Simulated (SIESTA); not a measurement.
Here is a SIESTA 5.4.2 calculation.

The input Zn.fdf:

```
SystemName                      Zn
SystemLabel                     Zn
NumberOfSpecies                 1
NumberOfAtoms                   6
%block ChemicalSpeciesLabel
  1  30 Zn
%endblock ChemicalSpeciesLabel
%include structure.fdf

%block kgrid.MonkhorstPack
   12   0   0  0.0
    0  12   0  0.0
    0   0   1  0.0
%endblock kgrid.MonkhorstPack
XC.Functional                   GGA
XC.Authors                      PBE
PAO.BasisSize                   DZP
PAO.EnergyShift                 0.003 Ry
Mesh.Cutoff                     800 Ry
OccupationFunction              FD
ElectronicTemperature           0.05 eV
Slab.DipoleCorrection           vacuum
MaxSCFIterations                120
SCF.MustConverge                false
SCF.Mixer.Method                Pulay
SCF.Mixer.Weight                0.25
SCF.Mixer.History               8
SCF.DM.Tolerance                5.0e-05
SCF.H.Tolerance                 1.0e-03 eV
WriteForces                     true
Charge.Mulliken                 end
BandLinesScale                  ReciprocalLatticeVectors
%block BandLines
    1    0.000000   0.000000   0.000000  \Gamma
   12   -0.666402   0.333201   0.000000  X
    6   -0.500000   0.000000   0.000000  S
    2   -0.500000   0.000000   0.500000  R
    6   -0.666402   0.333201   0.500000  A
   12    0.000000   0.000000   0.500000  Z
    2    0.000000   0.000000   0.000000  \Gamma
   10    0.000000  -0.500000   0.000000  Y
    6   -0.333598  -0.333201   0.000000  X1
    2   -0.333598  -0.333201   0.500000  A1
    6    0.000000  -0.500000   0.500000  T
    2    0.000000  -0.500000   0.000000  Y
    1    0.000000   0.000000   0.500000  Z
   10    0.000000  -0.500000   0.500000  T
%endblock BandLines
%block PAO.Basis
  Zn 5
  n=3 0 2
    2.271 0.000
  n=4 0 2
    6.330 0.000
  n=3 1 2
    2.532 0.000
  n=4 1 1
    6.330
  n=3 2 2
    4.164 0.000
%endblock PAO.Basis
```

File structure.fdf:

```
LatticeConstant                 1.0 Ang
%block LatticeVectors
     2.6169740200     0.0000000000     0.0000000000
    -1.3084870100     2.2681701736     0.0000000000
     0.0000000000     0.0000000000    27.1587934876
%endblock LatticeVectors
AtomicCoordinatesFormat         Fractional
%block AtomicCoordinatesAndAtomicSpecies
     0.3393536486     0.6787072973     0.2761536518  1  Zn
     0.0115275509     0.0230551018     0.3651252919  1  Zn
     0.3508811995     0.7017623991     0.4550417640  1  Zn
     0.6902348482     0.3804696963     0.5449582360  1  Zn
     0.3624087504     0.7248175009     0.6339298761  1  Zn
     0.7017623991     0.4035247981     0.7238463482  1  Zn
%endblock AtomicCoordinatesAndAtomicSpecies
```

Potentials or basis: PseudoDojo 0.4 standard (PBE files), DZP (energy shift 0.003 Ry; two zetas on semicore shells).

Launch:

```bash
$ siesta Zn.fdf > Zn.out 2>&1
```

What does it give for the band gap on the k mesh?

None (metal or under the smearing width).

What does it give for the largest force?

0.073 eV/Å.

Stress tensor (GPa, compression positive):
```
 0.32  0.00  0.00
 0.00  0.36 -0.17
 0.00 -0.17  0.36
```

Caveat: short orbitals over semicore shells can move pressures by several GPa; the valence orbitals were made in a potential fitted to the semicore shell under them, which widens gaps by tenths of an eV or more; the basis of atomic orbitals isn't converged, which shifts pressures, moduli and gaps.
